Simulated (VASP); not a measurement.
# Mo (Im-3m) in VASP: further runs, part 2 of 2

VASP 6.6.1. The steps go on from the part before.

## Step 5: Single point, LDA (grid = ENCUT=460 dk=0.35 cell=3x3x3 ISMEAR=1 SIGMA=0.1 LREAL=Auto EDIFF=1e-06)

Contents of INCAR:

```
SYSTEM = Mo
PREC = Accurate
ENCUT = 460
EDIFF = 1E-6
ISMEAR = 1
SIGMA = 0.1
LREAL = Auto
LASPH = .True.
NELM = 120
ALGO = Fast
ISIF = 2
LWAVE = .False.
LCHARG = .False.
NBANDS = 208
```

Contents of KPOINTS:

```
regular mesh
0
Gamma
  3 3 3
  0 0 0
```

Contents of POSCAR:

```
Mo
1.0
   -4.7514269157      4.7514269157      4.7514269157
    4.7514269157     -4.7514269157      4.7514269157
    4.7514269157      4.7514269157     -4.7514269157
Mo
26
Direct
    0.0000000000      0.0000000000      0.3333333333
    0.0000000000      0.0000000000      0.6666666667
    0.0000000000      0.3333333333      0.0000000000
    0.0000000000      0.3333333333      0.3333333333
    0.0000000000      0.3333333333      0.6666666667
    0.0000000000      0.6666666667      0.0000000000
    0.0000000000      0.6666666667      0.3333333333
    0.0000000000      0.6666666667      0.6666666667
    0.3333333333      0.0000000000      0.0000000000
    0.3333333333      0.0000000000      0.3333333333
    0.3333333333      0.0000000000      0.6666666667
    0.3333333333      0.3333333333      0.0000000000
    0.3333333333      0.3333333333      0.3333333333
    0.3333333333      0.3333333333      0.6666666667
    0.3333333333      0.6666666667      0.0000000000
    0.3333333333      0.6666666667      0.3333333333
    0.3333333333      0.6666666667      0.6666666667
    0.6666666667      0.0000000000      0.0000000000
    0.6666666667      0.0000000000      0.3333333333
    0.6666666667      0.0000000000      0.6666666667
    0.6666666667      0.3333333333      0.0000000000
    0.6666666667      0.3333333333      0.3333333333
    0.6666666667      0.3333333333      0.6666666667
    0.6666666667      0.6666666667      0.0000000000
    0.6666666667      0.6666666667      0.3333333333
    0.6666666667      0.6666666667      0.6666666667
```

Potentials or basis: VASP PAW LDA potentials, release 64 (Mo_sv).

On the command line:

```console
> cat potpaw_LDA.64/Mo_sv/POTCAR > POTCAR
> mpirun -np 1 vasp_std > vasp.out
```

OUTCAR:

```text
SYSTEM = Mo
   PREC = Accurate
   ENCUT = 460
   EDIFF = 1E-6
   ISMEAR = 1
   LREAL = Auto
   LASPH = .True.
   NELM = 120
   ISIF = 2

 Found      4 irreducible k-points:

 Following reciprocal coordinates:
            Coordinates               Weight
  0.000000  0.000000  0.000000      1.000000
  0.333333  0.000000  0.000000     12.000000
  0.333333  0.333333  0.000000      8.000000
 -0.333333  0.333333  0.333333      6.000000
   k-points           NKPTS =      4   k-points in BZ     NKDIM =      4   number of bands    NBANDS=    208
   number of dos      NEDOS =    301   number of ions     NIONS =     26
   total plane-waves  NPLWV = 216000
   dimension x,y,z NGX =    60 NGY =   60 NGZ =   60
   dimension x,y,z NGXF=   120 NGYF=  120 NGZF=  120
   ions per type =              26
   NGX,Y,Z   is equivalent  to a cutoff of  12.12, 12.12, 12.12 a.u.
   NGXF,Y,Z  is equivalent  to a cutoff of  24.24, 24.24, 24.24 a.u.
 SYSTEM =  Mo
   PREC   = accura    normal or accurate (medium, high low for compatibility)
   ISTART =      0    job   : 0-new  1-cont  2-samecut
   ICHARG =      2    charge: 1-file 2-atom 10-const
   ISPIN  =      1    spin polarized calculation?
   LNONCOLLINEAR =      F non collinear calculations
   LSORBIT =      F    spin-orbit coupling
   LASPH  =      T    aspherical Exc in radial PAW
   ENCUT  =  460.0 eV  33.81 Ry    5.81 a.u.  14.39 14.39 14.39*2*pi/ulx,y,z
   NELM   =    120;   NELMIN=  2; NELMDL= -5     # of ELM steps
   EDIFF  = 0.1E-05   stopping-criterion for ELM
   LREAL  =      T    real-space projection
   EDIFFG = 0.1E-04   stopping-criterion for IOM
   NSW    =      0    number of steps for IOM
   IBRION =     -1    ionic relax: 0-MD 1-quasi-New 2-CG
   NFREE  =      0    steps in history (QN), initial steepest desc. (CG)
   ISIF   =      2    stress and relaxation
   ISYM   =      2    0-nonsym 1-usesym 2-fastsym
   POTIM  = 0.5000    time-step for ionic-motion
   TEBEG  =    0.0;   TEEND  =   0.0 temperature during run
   PSTRESS=    0.0 pullay stress
   NELECT =     364.0000    total number of electrons
   NUPDOWN=      -1.0000    fix difference up-down
   EMIN   =  10.00;   EMAX   =-10.00  energy-range for DOS
   EFERMI =   0.00;   METHOD = LEGACY
   ISMEAR =     1;   SIGMA  =   0.10  broadening in eV -4-tet -1-fermi 0-gaus
   EFERMI_NEDOS =   21; number of points for ismear=-14 and -15
   IALGO  =     68    algorithm
   IMIX   =      4    mixing-type and parameters
     AMIX     =   0.40;   BMIX     =  1.00
     AMIX_MAG =   1.60;   BMIX_MAG =  1.00
  volume/ion in A,a.u.               =      16.50       111.37
  Fermi-wavevector in a.u.,A,eV,Ry     =   1.549760  2.928623 32.677894  2.401757
  Thomas-Fermi vector in A             =   2.654521
   LORBIT       =      0    0 simple, 1 ext, 2 COOP (PROOUT), +10 PAW based schemes
   GGA     = CA    functional components
   LHFCALC =     F    Hartree Fock is set to
   AEXX    =    0.0000 exact exchange contribution
   IVDW    =     0    specifies the selected vdW correction
   LEPSILON=     F    determine dielectric tensor
   LRPA    =     F    only Hartree local field effects (RPA)
 non-spin polarized calculation
 RMM-DIIS sequential band-by-band and
 Methfessel and Paxton  Order N= 1 SIGMA  =   0.10
  energy-cutoff  :      460.00
  volume of cell :      429.07
 maximum number of plane-waves:      9693
 NGX is ok and might be reduce to    60
   NGX = 29   NGY = 29   NGZ = 29

 number of electron     364.0000134 magnetization

 Free energy of the ion-electron system (eV)
  ---------------------------------------------------
  ext. energy  EPLUGINS =         0.00000000
  ---------------------------------------------------
  free energy    TOTEN  =      -311.27779059 eV

  energy without entropy =     -311.30685788  energy(sigma->0) =     -311.28747969

 E-fermi :  11.3882     XC(G=0): -13.2540

 val. band max:       11.3130996769   @ k =   0.3333   0.0000   0.0000
 cond. band min:      11.4698872929   @ k =  -0.3333   0.3333   0.3333
 fundamental gap:      0.1567876160
 Fermi energy:        11.3881884244

 k-point     1 :       0.0000    0.0000    0.0000
  band No.  band energies     occupation
      1     -49.4027      2.00000
      2     -49.2762      2.00000
      3     -49.2762      2.00000
      4     -49.2762      2.00000
      5     -49.2230      2.00000
      6     -49.2230      2.00000
[... 186 lines left out ...]
    193      12.9665     -0.00000
    194      12.9687     -0.00000

 k-point     2 :       0.3333    0.0000    0.0000
  band No.  band energies     occupation
      1     -49.3789      2.00000
      2     -49.3168      2.00000
      3     -49.2826      2.00000
      4     -49.2747      2.00000
      5     -49.2303      2.00000
      6     -49.2251      2.00000
[... 186 lines left out ...]
    193      12.6246     -0.00000
    194      12.6365     -0.00000

 k-point     3 :       0.3333    0.3333    0.0000
  band No.  band energies     occupation
      1     -49.3440      2.00000
      2     -49.3440      2.00000
      3     -49.3137      2.00000
      4     -49.2428      2.00000
      5     -49.2428      2.00000
      6     -49.2411      2.00000
[... 186 lines left out ...]
    193      12.2130     -0.00000
    194      12.4080     -0.00000

 k-point     4 :      -0.3333    0.3333    0.3333
  band No.  band energies     occupation
      1     -49.3563      2.00000
      2     -49.3123      2.00000
      3     -49.2910      2.00000
      4     -49.2910      2.00000
      5     -49.2630      2.00000
      6     -49.2193      2.00000
[... 186 lines left out ...]
    193      11.8922     -0.00000
    194      11.9025     -0.00000
 [bands above 194 left out]

------------------------ aborting loop because EDIFF is reached ----------------------------------------

  FORCE on cell =-STRESS in cart. coord.  units (eV):
  Direction    XX          YY          ZZ          XY          YZ          ZX
  --------------------------------------------------------------------------------------
  -------------------------------------------------------------------------------------
  Total      -40.9503951    -40.9503951    -40.9503951      0.0000000      0.0000000      0.0000000
  in kB     -152.9102247   -152.9102247   -152.9102247      0.0000000      0.0000000      0.0000000
  external PRESSURE =    -152.9102247 kB  Pullay stress =       0.0000000 kB

 VOLUME and BASIS-vectors are now :
 -----------------------------------------------------------------------------
  energy-cutoff  :      460.00
  volume of cell :      429.07
      direct lattice vectors                 reciprocal lattice vectors
    -4.751426916  4.751426916  4.751426916     0.000000000  0.105231546  0.105231546
     4.751426916 -4.751426916  4.751426916     0.105231546  0.000000000  0.105231546
     4.751426916  4.751426916 -4.751426916     0.105231546  0.105231546  0.000000000

 POSITION                                       TOTAL-FORCE (eV/Angst)
 -----------------------------------------------------------------------------------
      1.58381      1.58381     -1.58381         0.070190      0.070190     -0.070190
      3.16762      3.16762     -3.16762        -0.070190     -0.070190      0.070190
      1.58381     -1.58381      1.58381         0.070190     -0.070190      0.070190
      3.16762      0.00000      0.00000        -0.216519      0.000000      0.000000
      4.75143      1.58381     -1.58381        -0.000000      0.141012     -0.141012
      3.16762     -3.16762      3.16762        -0.070190      0.070190     -0.070190
[... 18 lines left out ...]
      1.58381      1.58381      4.75143         0.141012      0.141012      0.000000
      3.16762      3.16762      3.16762        -0.070190     -0.070190     -0.070190
 -----------------------------------------------------------------------------------
    total drift:                                0.000000     -0.000000      0.000000

  FREE ENERGIE OF THE ION-ELECTRON SYSTEM (eV)
  ---------------------------------------------------
  free  energy   TOTEN  =      -311.2777905919 eV

  energy  without entropy=     -311.3068578784  energy(sigma->0) =     -311.28747969
```

Run time: 19 min. Hardware: 1 thread of AMD EPYC 7R13 (Zen 3), shared host; peak memory 0.44 GiB.

These settings aren't checked as converged: the numbers below hold their error.

What came out:

```yaml
Free_energy: -311.2778 eV
Pressure: -15.3 GPa
Largest_force: 0.217 eV/Å
Band_gap_on_the_k_mesh: none (metal or under the smearing width)
```
